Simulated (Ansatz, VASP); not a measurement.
# Na in VASP and in Ansatz

```
Na
1.0
     3.19665   -1.85655    0.00000
     3.19665    1.85655    0.00000
    -2.17445    0.00000    9.36485
Na
3
Direct
  0.00000 0.00000 0.00000
  0.22242 0.22242 0.66668
  0.77758 0.77758 0.33332
```

Alike in both runs: task single point; functional PBEsol; k mesh 7 × 7 × 3; occupations gaussian, width 0.05 eV; no spin polarisation.

|  | VASP | Ansatz |
| --- | --- | --- |
| version | VASP 6.6.1 | Ansatz 0.2.0 |
| potentials or method | VASP PAW PBE potentials, release 64 (Na_pv) | plane waves, PAW |
| plane-wave cutoff (eV) | 520 | 420 |
| valence electrons in the cell | 21 | 27 |

VASP gave:

```
gap on the k mesh at the Fermi level (eV)       : none
pressure (GPa)                                  : -0.2
largest component of the traceless stress (GPa) : 0.17
```

Q: Which values does Ansatz return?

A: gap on the k mesh at the Fermi level (eV): none; pressure (GPa): -0.2; largest component of the traceless stress (GPa): 0.16.

A gap of «none» marks a metal or a gap that the smearing closes. The two sets of potentials don't hold the same shells in valence.

Caveats: the PAW data sets were made with another functional, which shifts forces and pressure a little (VASP).
